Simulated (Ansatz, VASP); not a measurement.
**Mg: VASP beside Ansatz**

File INCAR:

```
SYSTEM = Mg
  PREC = Accurate
  ENCUT = 600
  EDIFF = 1E-6
  ISMEAR = -1
  SIGMA = 0.05
  LREAL = .False.
  LASPH = .True.
  NELM = 100
  ALGO = Fast
  ISIF = 3
  LWAVE = .False.
  LCHARG = .False.
  GGA = RE
  IVDW = 12
  IBRION = 2
  NSW = 40
  EDIFFG = -0.01
```

Contents of KPOINTS:

```
Automatic mesh
0
Gamma
  10 10 5
  0 0 0
```

POSCAR

```
Mg
1.0
    3.2093000000      0.0000000000      0.0000000000
   -1.6046500000      2.7793353284      0.0000000000
    0.0000000000      0.0000000000      5.2103000000
Mg
2
Direct
    0.6666666667      0.3333333333      0.7500000000
    0.3333333333      0.6666666667      0.2500000000
```

input.yaml

```yaml
crystal:
  lattice:
    - [3.2093, 0.0, 0.0]
    - [-1.60465, 2.7793353284, 0.0]
    - [0.0, 0.0, 5.2103]
  atoms:
    - { symbol: Mg, position: [0.6666666667, 0.3333333333, 0.75] }
    - { symbol: Mg, position: [0.3333333333, 0.6666666667, 0.25] }
hamiltonian:
  xc: revpbe
  pseudopotentials: { kind: paw }
  dispersion: d3bj
kpoints:
  mp_grid: { grid: [10, 10, 5] }
scf:
  occupations: { method: fermi_dirac, width: 0.05 }
output:
  forces: true
  stress: true
  write_density: true
  write_potential: true
  elf: true
  volumetric_format: npy
relax:
  f_tol: 0.01
  max_steps: 40
  cell: { stress_tol: 0.05 }
```

Alike in both runs: task relaxation of cell and atoms; functional revPBE; dispersion D3(BJ); k mesh 10 × 10 × 5; occupations fermi-dirac, width 0.05 eV; no spin polarisation.

|  | VASP | Ansatz |
| --- | --- | --- |
| version | VASP 6.6.1 | Ansatz 0.2.0 |
| potentials or method | VASP PAW PBE potentials, release 64 (Mg) | Ansatz PAW |
| plane-wave cutoff (eV) | 600 | 420 |
| valence electrons in the cell | 4 | 20 |

Ansatz gave:

```
gap on the k mesh at the Fermi level, each at its own relaxed structure (eV) : none
relaxed volume (Å³/atom)                                                     : 21.29
relaxed cell length with the largest relative difference (Å)                 : 5.152
energy change over the relaxation (meV/atom)                                 : -22
```

Task: Which values does VASP return?

Result: gap on the k mesh at the Fermi level, each at its own relaxed structure (eV): none; relaxed volume (Å³/atom): 21.20; relaxed cell length with the largest relative difference (Å): 5.144; energy change over the relaxation (meV/atom): -24.

A gap of «none» marks a metal or a gap that the smearing closes. The two sets of potentials don't hold the same shells in valence.

Caveats: pairwise dispersion overbinds metals, which lowers pressure and volume; the PAW data sets were made with another functional, which shifts forces and pressure a little (VASP); the plane-wave basis is chosen anew once the cell has moved, so the energies of steps on either side of that aren't comparable (Ansatz); the PAW data sets come from PBE, with cores solved anew for the run's functional, which leaves a small shift of forces and pressure (Ansatz).
